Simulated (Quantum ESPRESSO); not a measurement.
A run of Quantum ESPRESSO 7.5:

Contents of pw.in:

```
&CONTROL
  calculation = 'scf'
  prefix = 'pwscf'
  outdir = './tmp'
  pseudo_dir = './pseudo'
  tprnfor = .true.
  tstress = .true.
  disk_io = 'low'
/
&SYSTEM
  ibrav = 0
  nat = 1
  ntyp = 1
  ecutwfc = 55
  ecutrho = 440
  nbnd = 12
  occupations = 'smearing'
  smearing = 'fd'
  degauss = 0.00367493
/
&ELECTRONS
  conv_thr = 2d-10
  electron_maxstep = 120
  mixing_beta = 0.5
/
ATOMIC_SPECIES
Ta   180.9479 Ta_pbe_v1.uspp.F.UPF
CELL_PARAMETERS angstrom
  -1.6512800000    1.6512800000    1.6512800000
   1.6512800000   -1.6512800000    1.6512800000
   1.6512800000    1.6512800000   -1.6512800000
ATOMIC_POSITIONS crystal
Ta     0.0000000000    0.0000000000    0.0000000000
K_POINTS automatic
11 11 11 0 0 0
```

Contents of pp_density.in:

```
&INPUTPP
  prefix = 'pwscf'
  outdir = './tmp'
  filplot = 'density.dat'
  plot_num = 0
/
&PLOT
  nfile = 1
  filepp(1) = 'density.dat'
  iflag = 3
  output_format = 6
  fileout = 'density.cube'
/
```

File pp_potential.in:

```
&INPUTPP
  prefix = 'pwscf'
  outdir = './tmp'
  filplot = 'potential.dat'
  plot_num = 11
/
&PLOT
  nfile = 1
  filepp(1) = 'potential.dat'
  iflag = 3
  output_format = 6
  fileout = 'potential.cube'
/
```

Potentials or basis: SSSP 1.3 efficiency PBE.

Command:

```sh
$ OMP_NUM_THREADS=1 pw.x -in pw.in > pw.out
$ OMP_NUM_THREADS=1 pp.x -in pp_density.in > pp_density.out
$ OMP_NUM_THREADS=1 pp.x -in pp_potential.in > pp_potential.out
```

Hardware: 1 thread of Arm Neoverse V2, on a shared host.

Task: Estimate the wall time of this run.

Result: Wall time 9.8 s on 1 thread of Arm Neoverse V2 (shared host), peak memory 0.15 GiB. Counts: scf iterations 8, bands 12, k points 56, g dense 19069.
